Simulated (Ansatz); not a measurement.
A 2-atom cell of BP started from a crystallographic database (r2SCAN geometry), in Ansatz:

Space group F-43m (No. 216). a = 4.537 Å, b = 4.537 Å, c = 4.537 Å, α = 90.00°, β = 90.00°, γ = 90.00°
```json
{"atom": "B", "site": "4a", "symmetry": "-43m", "x": "0.0000", "y": "0.0000", "z": "0.0000"}
{"atom": "P", "site": "4d", "symmetry": "-43m", "x": "0.2500", "y": "0.2500", "z": "0.7500"}
```

G0W0@PBE with 87 empty bands, a screening cutoff of 140 eV and a 6×6×6 mesh (PAW, contour deformation) gives 1.972 eV over the mesh points, from a PBE gap of 1.331 eV; it sums over 91 bands with 89 plane waves in the screening and a wave cutoff of 420 eV. The G0W0 figures hold for the stated bands, cutoff and mesh and aren't extrapolated. The values are computed, spin-unpolarised, and not measurements.

Question: Another run gave a Kohn-Sham gap of 1.498 eV and a G0W0 gap of 2.091 eV, summing over 91 bands with 89 plane waves in the screening and a wave cutoff of 500 eV. What was changed?

Answer: Starting point r2SCAN, with them a wave cutoff of 500 eV. The Kohn-Sham gap has moved while bands and screening basis stay; the higher wave cutoff is that of a meta-GGA.

Question: Another run gave a Kohn-Sham gap of 1.296 eV and a G0W0 gap of 1.947 eV, summing over 91 bands with 89 plane waves in the screening and a wave cutoff of 420 eV. What was changed?

Answer: Starting point LDA. The Kohn-Sham gap has moved while bands and screening basis stay.

Question: Estimate the gap with starting point HSE06.

Answer: 2.274 eV (+0.302 eV), from a Kohn-Sham gap of 2.063 eV.
